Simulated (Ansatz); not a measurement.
Abridged Ansatz (a program for electronic structure) output:

```
Relaxation: its limit of steps is 50 (relax.max_steps)
Pseudopotential: La, paw, valence charge 11
Pseudopotential: Al, paw, valence charge 3
Pseudopotential: O, paw, valence charge 6
Crystal: 10 atoms, lattice volume = 109.056 Å³
Basis set: ecut = 420 eV, 2109 PW (Γ), exchange–correlation on 72×72×72 points (8 copies of the dense FFT grid, shifted against one another)
Bands: 42, of which v1, the nominal top of the filled ones, is band 32 counted from 1 (31 counted from 0)
Symmetry: 12 space group operations
k-points: 65 of 512
Functional: x = pbesol(κ = 0.804, μ = 0.12345679012345678), c = pbesol(β = 0.046)
SCF iter   1: F=—  HF=-16755.408283 eV  |F-HF|=—  |Δ(HF+E_count)|=         —  Δρ=1.72e-2  dr2=2.70e-1  ethr=1.77e-3  ⟨swp⟩=4.0  Hψ=10690  notcnv=0
SCF iter   2: F=—  HF=-16755.339786 eV  |F-HF|=—  |Δ(HF+E_count)|=   6.85e-2  Δρ=2.96e-3  dr2=4.10e-3  ethr=4.21e-4  ⟨swp⟩=2.7  Hψ=5617  notcnv=0  defer=247
SCF 1 converged in 8 iterations: F = -16755.339518 eV  dr2 = 1.83e-11
relax step   1: F+E_penalty+E_count = -16755.33951759 eV  Δ(F+E_penalty+E_count) = +0.000e0 eV  max|allowed force component| = 1.560e-2 eV/Å  Δτ_max = 0.0000 Å  (8 SCF iters, accepted)
Crystal: 10 atoms, lattice volume = 109.056 Å³
SCF iter   1: F=—  HF=-16755.339705 eV  |F-HF|=—  |Δ(HF+E_count)|=         —  Δρ=2.00e-4  dr2=3.37e-5  ethr=4.96e-8  ⟨swp⟩=2.1  Hψ=8016  notcnv=0  defer=185
SCF iter   2: F=—  HF=-16755.339686 eV  |F-HF|=—  |Δ(HF+E_count)|=   1.87e-5  Δρ=1.16e-4  dr2=1.10e-5  ethr=4.96e-8  ⟨swp⟩=2.2  Hψ=3429  notcnv=0  defer=185
SCF 2 converged in 6 iterations: F = -16755.339684 eV  dr2 = 3.24e-11
relax step   2: F+E_penalty+E_count = -16755.33968390 eV  Δ(F+E_penalty+E_count) = -1.663e-4 eV  max|allowed force component| = 1.189e-2 eV/Å  Δτ_max = 0.0020 Å  (6 SCF iters, accepted)
Crystal: 10 atoms, lattice volume = 109.056 Å³
SCF iter   1: F=—  HF=-16755.339984 eV  |F-HF|=—  |Δ(HF+E_count)|=         —  Δρ=6.52e-4  dr2=3.48e-4  ethr=5.38e-6  ⟨swp⟩=2.1  Hψ=5644  notcnv=0  defer=218
SCF iter   2: F=—  HF=-16755.339940 eV  |F-HF|=—  |Δ(HF+E_count)|=   4.37e-5  Δρ=3.67e-4  dr2=1.14e-4  ethr=5.44e-7  ⟨swp⟩=1.1  Hψ=3264  notcnv=0  defer=224
SCF 3 converged in 6 iterations: F = -16755.339903 eV  dr2 = 8.36e-10
relax step   3: F+E_penalty+E_count = -16755.33990290 eV  Δ(F+E_penalty+E_count) = -2.190e-4 eV  max|allowed force component| = 7.455e-4 eV/Å  Δτ_max = 0.0064 Å  (6 SCF iters, accepted)
[...]
  atom   3  Al     0.00000000     0.00000000    -0.00000000
  atom   4  Al     0.00000000     0.00000000    -0.00000000
  atom   5  O     -0.00074551     0.00000000     0.00000000
  atom   6  O      0.00037276    -0.00064563    -0.00000000
  atom   7  O      0.00037276     0.00064563     0.00000000
  atom   8  O      0.00074551     0.00000000    -0.00000000
  atom   9  O     -0.00037276     0.00064563     0.00000000
  atom  10  O     -0.00037276    -0.00064563    -0.00000000
--- Stress (GPa, compression-positive) ---
       -1.918751       0.000000      -0.000000
        0.000000      -1.918751       0.000000
       -0.000000       0.000000      -1.985322
  P = ⅓ Tr σ = -1.9409 GPa (-19.409 kbar)
--- Relaxed structure (3 steps of the walk, 3 accepted, 0 SCFs on fresh bases) ---
  atoms:
    - { symbol: La, position: [0.25000000000000006, 0.25000000000000006, 0.25000000000000006] }
    - { symbol: La, position: [0.7500000000000001, 0.7500000000000001, 0.75] }
    - { symbol: Al, position: [-2.1633015945256402e-21, 3.013090425708555e-20, -2.796760266252915e-20] }
    - { symbol: Al, position: [0.5000000000000001, 0.5000000000000001, 0.5000000000000001] }
    - { symbol: O, position: [0.7876085141734184, 0.7123914858265818, 0.25] }
    - { symbol: O, position: [0.2500000000000001, 0.7876085141734183, 0.712391485826582] }
    - { symbol: O, position: [0.7123914858265818, 0.25, 0.7876085141734183] }
    - { symbol: O, position: [0.21239148582658196, 0.2876085141734183, 0.7500000000000001] }
    - { symbol: O, position: [0.7500000000000001, 0.21239148582658196, 0.28760851417341815] }
    - { symbol: O, position: [0.2876085141734183, 0.7500000000000002, 0.21239148582658182] }
```

Question: What was computed, and what are the main results?

Answer: LaAlO3, 10 atoms in the cell, with Ansatz, PBEsol, PAW, cutoff 420 eV, no SOC. The last SCF converged to F = -16755.339903 eV, or -1675.5340 eV per atom, at a pressure of -1.94 GPa. The total energy compares only with runs of the same code, potentials and settings.

The cells carry an imposed strain or load. No phonon test of stability was made. The cell was made from LaAlO$_{3}$ (space group R-3c, No. 167) by this change: isotropic strain +0.34 %.

Keys are those of Ansatz 0.2.
